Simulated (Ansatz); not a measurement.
Runs of Ansatz 0.2.0 on Si. Symmetry: I4/mmm, No. 139, tetragonal system. Conventional cell: a = 3.254 Å, b = 3.254 Å, c = 2.641 Å, α = 90.00°, β = 90.00°, γ = 90.00°. Si (site symmetry 4/mmm) is surrounded by 10 Si at 2.64 to 2.65 Å. This isn't the form of Si at room conditions, which is diamond.

| task | level | atoms under strain | gap on the mesh (eV) | pressure (GPa) |
| --- | --- | --- | --- | --- |
| phonons | PBE | - | none | - |
| elastic constants | PBEsol | relaxed | none | 1.2 |
| elastic constants | PBE | clamped | none | (a) |
| phonons | PBEsol | - | none | - |

Alike in all rows: potentials or basis Ansatz PAW; no spin polarisation; cell as given; k mesh 10 × 10 × 10; cutoff (eV) 420; smearing fermi-dirac 0.05 eV.

Q: Estimate the missing entries.

A: (a) 3.8.

Caveats: the elastic tensor has a negative eigenvalue, so either the cell is unstable as it stands or the mesh is too thin (some runs); the PAW data sets come from PBE, with cores solved anew for the run's functional, which leaves a small shift of forces and pressure (some runs); the cell is more than 3 GPa from zero pressure, which shifts response properties (some runs).

A gap of «none» marks a metal or a gap under the smearing width.
